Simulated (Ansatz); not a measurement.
# GaSb: the cost of one run

Method: DFT PBE, scalar-relativistic, plane waves, PAW, in Ansatz 0.2.0.

The COD entry's cell or inner coordinates are ideal or old and differ from later refinements, so a difference from it is no clean test against experiment.

3 further runs of the same task are left out: 3 set aside as unsound or not needed.

**1. The starting structure**

It takes space group F-43m (No. 216, cubic). Conventional cell: a = 6.214 Å, b = 6.214 Å, c = 6.214 Å, α = 90.00°, β = 90.00°, γ = 90.00°. Around Ga (site symmetry -43m) lie 4 Sb at 2.69 Å. Sb (site symmetry -43m) has 4 Ga at 2.69 Å as nearest neighbours.

As a file:

```cif
data_structure
_symmetry_space_group_name_H-M 'P 1'
_symmetry_Int_Tables_number 1
_cell_length_a 4.3938
_cell_length_b 4.3938
_cell_length_c 4.3938
_cell_angle_alpha 60.000
_cell_angle_beta 60.000
_cell_angle_gamma 60.000
_cell_volume 59.98
loop_
_atom_site_label
_atom_site_type_symbol
_atom_site_fract_x
_atom_site_fract_y
_atom_site_fract_z
_atom_site_occupancy
Ga1 Ga 0.00000 0.00000 0.00000 1
Sb1 Sb 0.25000 0.25000 0.25000 1
```

This cell was relaxed beforehand with the same method: volume 29.99 Å³/atom, gap on the mesh none (metal).

**2. Building the (001) antiphase boundary, species swapped**

The upper half of the cell takes the other sublattice, which makes two boundaries. Atoms and height relax; energies count from the bulk on a matched mesh, -5133.9191 eV an atom.

The cell holds 4 Ga, 4 Sb: a = 4.394 Å, b = 4.394 Å, c = 12.428 Å, α = 90.00°, β = 90.00°, γ = 90.00°.

**3. The relaxation run**

Contents of input.yaml:

```yaml
crystal:
  lattice:
    - [4.3938492981, 0.0, 0.0]
    - [0.0, 4.3938492981, 0.0]
    - [0.0, 0.0, 12.4276825367]
  atoms:
    - { symbol: Ga, position: [0.0, 0.0, 0.0] }
    - { symbol: Ga, position: [0.5, 0.5, 0.25] }
    - { symbol: Sb, position: [0.0, 0.5, 0.125] }
    - { symbol: Sb, position: [0.5, 0.0, 0.375] }
    - { symbol: Sb, position: [0.0, 0.0, 0.5] }
    - { symbol: Sb, position: [0.5, 0.5, 0.75] }
    - { symbol: Ga, position: [0.0, 0.5, 0.625] }
    - { symbol: Ga, position: [0.5, 0.0, 0.875] }
basis:
  ecutwfc: 420
kpoints:
  mp_grid: { grid: [8, 8, 3] }
hamiltonian:
  xc: pbe
scf:
  occupations: { method: gaussian, width: 0.1 }
output:
  forces: true
  stress: true
  eigenvalues: true
  populations: true
relax:
  adjacent_minimum: "off"
  f_tol: 0.02
  max_steps: 45
  cell: { fix: [a, b, alpha, beta, gamma], stress_tol: 0.1 }
```

The run is started by

```console
> ansatz run input.yaml --threads 2 --pin off --max-ram 5120MiB --backend cpu --events-out ev --progress --plain --runs-dir out
```

**Question.** How long does this run take on 2 threads of Intel Xeon Platinum 8259CL at 2.50GHz (Skylake/Cascade Lake), shared host, and how much memory does it need?

About 3.6 min, with a peak of 0.99 GiB.
